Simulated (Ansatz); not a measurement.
A series in volume scale on Zr

All results are calculated (Ansatz 0.2.0). Periodic Kohn-Sham DFT of a crystal at fixed atoms, scaled to volume_scale times the given cell; pressure positive in compression, energy less spherical unpolarised free atoms, largest_vzz the field gradient of largest size among the nuclei.

The cell before it is scaled or strained (space group P6_3/mmc, No. 194):
```
cell vectors (Å)
   3.2320     0.0000     0.0000
  -1.6160     2.7990     0.0000
   0.0000     0.0000     5.1470
atoms (fractions of the cell vectors)
Zr  0.33333  0.66667  0.25000
Zr  0.66667  0.33333  0.75000
```

Settings of every row: method all-electron LAPW; functional PBE; relativity scalar; k mesh 13x13x7; filling fermi-dirac; smearing width 0.08 eV; basis error target 1 meV/atom; nucleus gaussian.

Atom start moment: 0 on all atoms.

```csv
row,volume scale,V (Å³/atom),pressure (GPa),energy less free atoms (eV/atom)
1,0.94,21.884,7.035,-7.2787
2,0.95,22.117,5.829,-7.288
3,0.96,22.35,4.673,-7.2957
4,0.98,22.815,?,?
5,0.99,23.048,1.486,-7.3089
6,1,23.281,0.512,-7.3104
7,1.01,23.514,-0.422,-7.3104
8,1.02,23.746,-1.316,-7.3092
9,1.04,24.212,-2.993,-7.3029
10,1.05,24.445,-3.779,-7.2979
11,1.06,24.678,-4.531,-7.2919
```

Question: what pressure and energy less free atoms should row 4 give?

Worked fit of pressure. Take u = (V_r/V)^(2/3) − 1 with V_r = 23.398 Å³ an atom, which is twice the finite (Eulerian) strain; such expansions in the strain, on which the Birch-Murnaghan equation of state is built, carry the rest volume and the bulk modulus. The shown rows have u = 0.04561, 0.03825, 0.03102, 0.0101, 0.00335, -0.00329, -0.00979, -0.02254, -0.02876, -0.03488. Least squares give pressure = 0.037 + 140.724 × u + 279.34 × u² GPa; a straight line predicts inner rows, each left out in turn, worse (root mean square 0.16 against 0.0014 GPa). The rows lie off it by -0.002, 0.001, 0.002, -0.001, 0.000, 0.001, -0.002, 0.000, 0.000, 0.001. The pressure vanishes at u = -0.0003, or V = 23.41 Å³ an atom, and there the bulk modulus at fixed shape and fractions is B = −V dP/dV = (2/3)(1 + u) dP/du = 93.7 GPa. Letting shape and atoms relax would as a rule lower it, by much in layered, chain or molecular crystals. The withheld row has u = 0.01696, so the fit gives 0.037 + 140.724 × (0.01696) + 279.34 × (0.01696)² = 2.504 GPa.

The calculation gave 2.504 GPa. The fit meets it to the printed digit.

Worked fit of energy less free atoms. Take u = (V_r/V)^(2/3) − 1 with V_r = 23.398 Å³ an atom, which is twice the finite (Eulerian) strain; such expansions in the strain, on which the Birch-Murnaghan equation of state is built, carry the rest volume and the bulk modulus. The shown rows have u = 0.04561, 0.03825, 0.03102, 0.0101, 0.00335, -0.00329, -0.00979, -0.02254, -0.02876, -0.03488. Least squares give energy less free atoms = −7.31058 + 0.0084 × u + 15.404 × u² − 5.7 × u³ eV/atom; a parabola predicts inner rows, each left out in turn, worse (root mean square 8.2e-05 against 4.8e-05 eV/atom). All shown rows lie on it to the printed digit. Its lowest point lies at u = -0.0003, or V = 23.41 Å³ an atom, and the curvature there gives the bulk modulus at fixed shape and fractions, B = (4/9)(1 + u)² E″(u)/V = 93.7 GPa. Letting shape and atoms relax would as a rule lower it, by much in layered, chain or molecular crystals. The withheld row has u = 0.01696, so the fit gives −7.31058 + 0.0084 × (0.01696) + 15.404 × (0.01696)² − 5.7 × (0.01696)³ = -7.3060 eV/atom.

The calculation gave -7.306 eV/atom. The fit meets it to the printed digit.
